Q: I need a relaxed cell of grey tin, the diamond-structure form, as the start of a study of thin films. Our default functional is vdW-DF, because it includes van der Waals attraction. Is that a safe choice?

A: Look first at what it does to the bulk crystal, next to the alternatives. The last column is the error in volume per atom against the measured cell, and the relative error in the lattice constant is about a third of the relative error in volume. The label GGA needs a gloss. Each row that carries it here combines gradient-dependent exchange with a nonlocal correlation term, which supplies the van der Waals attraction.

Grey tin (diamond structure, 2-atom cell) in Kohn–Sham DFT with JDFTx and VASP, on a 7×7×7 k mesh without spin polarisation or spin–orbit coupling. Static-lattice volumes come from equation-of-state fits for LDA and r2SCAN and from cell relaxation for the other methods; the measured volume is 34.154 Å³/atom. The basis column gives the plane-wave cutoff.

```csv
method,rung,program,potentials,basis,smearing,equilibrium volume (Å³/atom),computed less measured (Å³/atom)
LDA,LDA,JDFTx,PseudoDojo SR LDA 0.4.1 standard,980 eV,Fermi-Dirac 0.05eV,33.91,-0.245
BEEF-vdW,GGA,VASP,"VASP PAW PBE potentials, recommended",600 eV,Fermi-Dirac 0.05eV,37.93,3.779
optB86b-vdW,GGA,VASP,"VASP PAW PBE potentials, recommended",600 eV,Fermi-Dirac 0.05eV,35.79,1.638
optB88-vdW,GGA,VASP,"VASP PAW PBE potentials, recommended",600 eV,Fermi-Dirac 0.05eV,36.52,2.370
optPBE-vdW,GGA,VASP,"VASP PAW PBE potentials, recommended",600 eV,Fermi-Dirac 0.05eV,37.24,3.090
rev-vdW-DF2,GGA,VASP,"VASP PAW PBE potentials, recommended",600 eV,Fermi-Dirac 0.05eV,36.06,1.911
vdW-DF,GGA,VASP,"VASP PAW PBE potentials, recommended",600 eV,Fermi-Dirac 0.05eV,38.84,4.683
vdW-DF-cx,GGA,VASP,"VASP PAW PBE potentials, recommended",600 eV,Fermi-Dirac 0.05eV,35.19,1.037
r2SCAN,meta-GGA,VASP,"VASP PAW PBE potentials, recommended",520 eV,Fermi-Dirac 0.05eV,35.43,1.272
r2SCAN-D4,meta-GGA,VASP,"VASP PAW PBE potentials, recommended",600 eV,methfessel paxton 0.1eV,35.03,0.874
rSCAN,meta-GGA,VASP,"VASP PAW PBE potentials, recommended",600 eV,methfessel paxton 0.1eV,35.53,1.372
```

Q: Our default is the worst row. How can a functional with extra attraction give the largest cell?

A: Compare it with vdW-DF-cx. The two share the same nonlocal correlation, yet vdW-DF makes the lattice constant 4.4 % too long and vdW-DF-cx only 1.0 %. What differs between them is the exchange, so that is where the swelling must come from.

Gradient-dependent exchange multiplies the local exchange energy by an enhancement factor F(s). The variable s measures how fast the electron density changes relative to its own size. When the atoms move apart, the density between them thins out and s rises there. If F climbs steeply with s, the gradient part of the exchange energy becomes more negative as the crystal expands, and the functional rewards a large cell.

Q: Can that be turned into a number?

A: Yes, with a short argument. Take one functional as the reference. Near its minimum at volume V₀, the energy of the crystal rises as B(V − V₀)²/(2V₀), where B is the bulk modulus. A second functional, whose F is steeper by ΔF′ at a typical s, lowers this by g·ΔF′·(V − V₀), where g is taken as common to the functionals. The sum has its minimum at V = V₀ + g·ΔF′·V₀/B, so for modest differences the volume should rise in a straight line with the slope.

I take s = 1 as a representative value, although s varies through the crystal and is zero at the exact middle of each bond. The exchange in vdW-DF has F = 1 + μs²/(1 + μs²/κ), with μ about 0.22 and κ about 1.2. Its slope at s = 1 is 2μ/(1 + μ/κ)², or 0.314. For vdW-DF-cx, F is close to 1 + 0.094s² in this range, and the slope is 0.188.

A straight line fitted to the five rows that share this nonlocal correlation gains 2.83 Å³ per atom for each 0.1 of slope. The difference of 0.126 between our two functionals then gives 1.26 × 2.83 ≈ 3.6 Å³. The table has 38.84 − 35.19 = 3.65 Å³. Both rows were part of the fit, so this shows that the line is consistent and is not an independent prediction.

Q: Couldn't I just compare μ, which is easier to find?

A: That would mislead you with optB88-vdW. It has the same μ as vdW-DF, but its cell is 2.32 Å³ per atom smaller, because its F starts to bend over at smaller s. The crystal responds to F over the whole range of s that it contains, and μ describes only the limit of nearly uniform density.

The slope at s = 1 puts all five volumes in the right order and misses none by more than 0.16 Å³. At s = 0.5 the agreement is looser, so the choice of s matters; the printed analysis after this text compares the two. The line also needs a common correlation term. The functional rev-vdW-DF2, which has a weaker nonlocal attraction, lies 0.67 Å³ above it. BEEF-vdW also has a different correlation term, and I haven't worked out the slope of its fitted exchange, so the second-largest cell in the table is not tested against this explanation.

Q: So I should look for soft exchange. LDA has no gradient term at all, and it comes closest. Why not use that?

A: For the bulk cell you can, though it lacks the van der Waals attraction that you wanted. In LDA, F equals 1 everywhere, so exchange gives no reward for rising gradients, and LDA is the only row that comes out too small. Its lattice constant is short by only 0.2 %.

I wouldn't read meaning into that last 0.2 %, though. The calculation holds the atoms still, while the measured crystal vibrates, and vibration normally swells it. A rough estimate divides the thermal energy of about 3kT per atom by the bulk modulus, with a Grüneisen parameter of about one. Near room temperature this gives some 0.3 Å³ per atom, as much as the whole LDA deficit. The true swelling is probably smaller, because in crystals of this structure some soft shear vibrations work against it.

Q: Could that correction change which functional wins?

A: Not if vibration swells the cell. Taking the swelling out of the measured value makes the target smaller. The LDA deficit then shrinks or turns into a small excess, while the excess of each other row grows by the same amount.

The potentials are a less certain matter. LDA was run with potentials made for LDA, whereas the other rows use potentials made for PBE, and the error from that mismatch is not known. The cutoffs and the k mesh are also ordinary working values, not converged limits, so each volume carries some error from them too. I would trust the large steps, such as the one from vdW-DF to vdW-DF-cx, and not argue over a few tenths of an Å³.

Q: Where does that leave r2SCAN? It is supposed to be the better theory.

A: It is a meta-GGA, which means that it also uses the kinetic-energy density and can tell a covalent bond from a slowly varying metallic region. For the volume this brings it level with the better van der Waals functionals: its lattice constant is 1.2 % too long. With the D4 dispersion correction the error is 0.8 %. An added attraction should shrink the cell, but cutoff, smearing and the way of finding the minimum also differ between these two runs, so the gain can't be credited to D4 alone.

The larger difference is in the bands. Grey tin is a zero-gap semimetal because its bands are inverted: at the zone centre an antibonding s level lies below the bonding p levels. The same calculations put it 1.0 eV below in vdW-DF-cx and 0.5 eV below in r2SCAN-D4. In all seven van der Waals runs the p levels at the zone centre also lie slightly above the Fermi level, so bands overlap elsewhere in the zone and the zero-gap state is missed.

Q: Isn't that simply because the cells differ?

A: The cell does play a part. Stretching the bonds weakens the splitting between bonding and antibonding levels, so the s level sinks towards and then further below the p levels. Among the van der Waals functionals a larger cell does go with a deeper inversion, by about 0.18 eV per Å³ from vdW-DF-cx to vdW-DF.

But vdW-DF-cx and r2SCAN-D4 differ by only 0.16 Å³ per atom. At that rate the cell accounts for 0.16 × 0.18 ≈ 0.03 eV of a difference of nearly 0.5 eV. The rest must come mainly from how each functional places the levels. A good volume is therefore no certificate for the bands.

Q: Which of the two inversions should I believe?

A: These runs can't decide it. They leave out spin–orbit coupling, which splits the p levels of tin by several tenths of an eV, and so neither depth should be held against a measured one. For band energies, add spin–orbit coupling before you judge the functional.

Q: What about cost? We will have many film cells to relax.

A: All these methods grow with cell size in much the same way. LDA is the cheapest. Nonlocal correlation adds some Fourier transforms to each step, a meta-GGA adds the kinetic-energy density and often needs more steps to converge, and D4 costs next to nothing. Since vdW-DF and vdW-DF-cx do the same kind of work, replacing your default removes most of its error in the cell at no real extra cost.

Q: Then is an error of 1 % in the lattice constant good enough for my films?

A: For a starting geometry, yes. For strain, no. Grey tin is grown on substrates such as InSb, whose lattice constant is smaller by only about 0.15 %. In a film thick enough to keep bulk-like bands, the sign of such a strain decides whether a gap opens or band crossings remain. Every error in this table is larger than that mismatch.

Suppose you force an r2SCAN crystal into the measured cell. It then sits under a pressure of at least 1.6 GPa, although the real crystal there is free of stress. An r2SCAN film fixed to the measured substrate would likewise be squeezed in its plane by more than 1 %, nearly ten times the true strain.

So never mix a measured substrate with a computed film. Relax bulk grey tin with the functional you have chosen, then multiply its lattice constant by the measured ratio of substrate to grey tin. For r2SCAN and a mismatch of 0.15 % that gives 6.569 × 0.9985 ≈ 6.559 Å in the plane, and the film is left free to relax along its normal.

Numerical output:

```
Errors against the measured cell:
          row  volume error in %  lattice constant error in %  cubic lattice constant in A
          LDA            -0.7173                      -0.2383                        6.474
     BEEF-vdW              11.06                        3.558                         6.72
  optB86b-vdW              4.796                        1.572                        6.591
   optB88-vdW              6.939                        2.258                        6.635
   optPBE-vdW              9.047                        2.926                        6.679
  rev-vdW-DF2              5.595                        1.827                        6.608
       vdW-DF              13.71                        4.379                        6.773
    vdW-DF-cx              3.036                        1.002                        6.554
       r2SCAN              3.724                        1.231                        6.569
    r2SCAN-D4              2.559                       0.8482                        6.544
        rSCAN              4.017                        1.326                        6.575
Volume span of the seven van der Waals functionals, A^3/atom: 3.65
Volume of r2SCAN-D4 less r2SCAN (settings differ too), A^3/atom: -0.4
Pressure of r2SCAN at the measured volume, from its typed pressures, GPa: 1.647
Vibrational swelling near 290 K, order of magnitude, Grueneisen parameter 1 and LDA bulk modulus from outputs, A^3/atom: 0.2691
Slope of F at s of 1 for optB86b, optB88, optPBE, vdW-DF, cx in this order: optB86b-vdW 0.2051, optB88-vdW 0.2258, optPBE-vdW 0.2585, vdW-DF 0.3142, vdW-DF-cx 0.188
Correlation of volume with slope of F at s of 1, five rows: 0.9976
Correlation of volume with slope of F at s of 0.5, five rows: 0.9559
Correlation of volume with small-s coefficient, five rows: 0.8076
Volume gained per 0.1 of slope at s of 1, fitted line, A^3/atom: 2.829
Largest miss of the line among its five rows, A^3/atom: 0.1593
Volume of rev-vdW-DF2 above the line (other correlation), A^3/atom: 0.6693
Volume of rev-vdW-DF2 less optB86b-vdW, A^3/atom: 0.27
Volume of vdW-DF less optB88-vdW (same small-s coefficient), A^3/atom: 2.32
Inversion depth at Gamma in vdW-DF-cx, eV: 1.022
Inversion depth at Gamma in vdW-DF, eV: 1.685
Inversion depth at Gamma in r2SCAN-D4, eV: 0.546
Deepening from vdW-DF-cx to vdW-DF per A^3/atom, eV: 0.1816
```
